Q: I have a list of vibrational frequencies for solid rhodium, three for each wave vector. What am I looking at?

Harmonic phonon frequencies of fcc Rh (nearest-neighbour distance 2.684 Å), computed with JDFTx 1.7.0 (patched build) using PBEsol and scalar-relativistic PseudoDojo 0.4.1 standard pseudopotentials, without spin polarisation. The runs use a 1197.3 eV cutoff, an 8×8×8 k mesh, 0.05 eV Fermi-Dirac smearing and 0.1 bohr displacements in a 2×2×2 supercell.

| row | phonon q row (row) | phonon frequency (cm⁻¹) |
| --- | --- | --- |
| 1 | 1 | 0.00 |
| 2 | 1 | 0.00 |
| 3 | 1 | 0.00 |
| 4 | 2 | 163.60 |
| 5 | 2 | 190.10 |
| 6 | 2 | 199.10 |
| 7 | 3 | 126.50 |
| 8 | 3 | 126.50 |
| 9 | 3 | 233.70 |
| 10 | 4 | 163.60 |
| 11 | 4 | 190.10 |
| 12 | 4 | 199.10 |
| 13 | 5 | 182.50 |
| 14 | 5 | 189.00 |
| 15 | 5 | 189.00 |
| 16 | 6 | 179.20 |
| 17 | 6 | 179.20 |
| 18 | 6 | 192.20 |

A: Each wave vector describes a pattern in which the atoms of the crystal move, and the column "phonon frequency" tells how fast that pattern oscillates, in cm⁻¹. The column "phonon q row" numbers the wave vectors: 1 is Γ, 2 is K, 3 is L, 4 is U, 5 is W and 6 is X. The frequencies come from density-functional forces on slightly displaced atoms in an otherwise static lattice. Thermal expansion and the thermal motion of the atoms are therefore not in them.

Q: Why do the first three rows read zero?

A: At Γ every atom moves by the same amount in the same direction. The crystal is merely shifted, no bond changes its length, and nothing pulls the atoms back. Rhodium has one atom in its primitive cell, so there are three modes at each wave vector, one for each direction of space. At Γ the three shifts use them all up, and no optical mode is left over.

Q: At L the frequencies are far apart, while at X they nearly coincide. Both points lie on the zone boundary, so why do they differ?

A: At both points neighbouring planes of atoms move in opposition, but the planes are different ones. At L they are the close-packed planes, and at X the planes parallel to a face of the cubic cell. Atoms within one plane move together, so the bonds inside it are not strained. In the simplest picture only the bonds to the two adjacent planes resist, and what matters is how many there are and how they are inclined to the motion.

Q: Can that be turned into numbers?

A: Suppose that each atom is tied to its twelve nearest neighbours by equal springs that act only along the bond. If an atom moves by $u$ and a neighbour by $-u$, a bond at an angle $\theta$ to the motion changes its length by $2u\cos\theta$. The part of its force that acts against the motion carries a second factor $\cos\theta$. Summing over the bonds between opposed planes gives

$$M\omega^2 = 2k\sum \cos^2\theta ,$$

where $M$ is the atomic mass, $k$ the spring constant and $\omega$ the angular frequency, which is proportional to the tabulated one.

Q: What does the sum give at L?

A: Each atom has six bonds to the two adjacent close-packed planes, and these bonds are steep. When the planes move towards and away from each other, the longitudinal mode, each bond counts 2/3 and the sum is 4. When the planes slide sideways, the transverse modes, each bond counts 1/6 on average and the sum is only 1. Sliding close-packed planes should thus have half the frequency of pressing them together.

Q: Does the calculation agree?

A: Fairly well. The longitudinal mode lies at 233.7 cm⁻¹ and the two sliding modes at 126.5 cm⁻¹, a ratio of 1.85 where the springs give 2. By symmetry the two sliding directions are equivalent, which is why their frequencies are equal. These are the highest and the lowest nonzero frequencies of the table, and bond directions alone would give a spread of about this size.

Q: And at X?

A: Here eight bonds join opposed planes, but they are less steep. In the longitudinal mode each counts 1/2, so the sum is again 4: more bonds make up for their poorer direction. In a transverse mode four of the eight bonds stand at right angles to the motion and drop out, while the other four count 1/2 each, which gives 2. Sliding is therefore harder at X than at L, and the modes should lie closer together.

Q: Please work one case through.

A: Take the longitudinal frequency at L to set the strength of the springs. The transverse frequency at X should then be $233.7\times\sqrt{2/4}\approx165$ cm⁻¹. The calculation gives 179.2 cm⁻¹, about 8% above the estimate. The row being estimated played no part in setting the scale, so the agreement isn't built in, and the bond count does give the stiffer sliding at X.

Q: Then the longitudinal modes at L and X should be equal, since both sums are 4.

A: They should, and this is where the picture fails. Longitudinal X comes out at 192.2 cm⁻¹, which is 18% below longitudinal L. That is the irregular entry of the table. It also explains why the modes at X are so close together: the bond count already brings them nearer to each other than at L, and the low longitudinal mode removes much of the remaining gap.

Q: Could I save the picture by choosing a weaker spring?

A: No, because the trouble lies within X itself. A spring weak enough to match the longitudinal mode there would put the transverse modes at 136 cm⁻¹, far below the computed 179.2 cm⁻¹. The ratio of the transverse frequencies at X and L does agree closely with the spring value, but in view of this failure it is no evidence that the forces are simple springs. The printed output after this text compares the spring ratios with the computed ones.

Q: What pulls longitudinal X down?

A: There are at least two candidates, and these numbers don't decide between them. The first is physical: in a metal the electrons rearrange when planes of atoms move, so the force on an atom depends on more than the lengths of its own bonds. The second is numerical: the mesh of electron wave vectors is coarse for a metal, and the error need not be the same for different patterns of motion. A single run can't rank the two. Springs to the six second neighbours could stiffen L relative to X, but they would not be enough. At X these neighbours move in step with the atom, so such springs are never stretched, and the mismatch between the longitudinal and transverse modes there would remain. The small supercell is a less likely culprit, because the patterns at L and X both fit into it exactly.

Q: Do K, U and W help to decide?

A: Unfortunately not. Their patterns don't fit into the supercell, so their frequencies are interpolated from the same forces that give L and X. K and U are also equivalent by symmetry, and their rows repeat each other. The gap of 6.5 cm⁻¹ between the modes at W is thus too fine a detail to interpret.

Q: What can I carry over to another fcc metal, and what would you calculate next?

A: Find the planes that move in opposition, count the bonds between them, and weight each by its direction; this tells you which motions are soft as long as forces along the nearest-neighbour bonds dominate. For rhodium I would repeat L and X with denser meshes of electron wave vectors until the frequencies settle. Would longitudinal X then rise towards longitudinal L, or would the gap of about 42 cm⁻¹ remain as a property of the metal's forces?

Numerical output:

```
Number of modes with zero frequency: 3
Spread of the three modes at L (1/cm): 107.2
Spread of the three modes at X (1/cm): 13
Spread of the three modes at K (1/cm, interpolated): 35.5
Spread of the three modes at W (1/cm, interpolated): 6.5
Longitudinal over transverse frequency at L, computed: 1.847
Longitudinal over transverse frequency at L, bond springs: 2
Longitudinal over transverse frequency at X, computed: 1.073
Longitudinal over transverse frequency at X, bond springs: 1.414
Transverse X over transverse L, computed: 1.417
Transverse X over transverse L, bond springs: 1.414
Longitudinal X over longitudinal L, computed: 0.8224
Longitudinal X over longitudinal L, bond springs: 1
Longitudinal X minus longitudinal L (1/cm): -41.5
Longitudinal X relative to longitudinal L (percent): -17.76
Transverse L expected from longitudinal L by bond springs (1/cm): 116.8
Computed transverse L relative to that expectation (percent): 8.258
Transverse X expected from longitudinal L by bond springs (1/cm): 165.3
Computed transverse X relative to that expectation (percent): 8.441
Transverse X expected from longitudinal X by bond springs (1/cm): 135.9
```
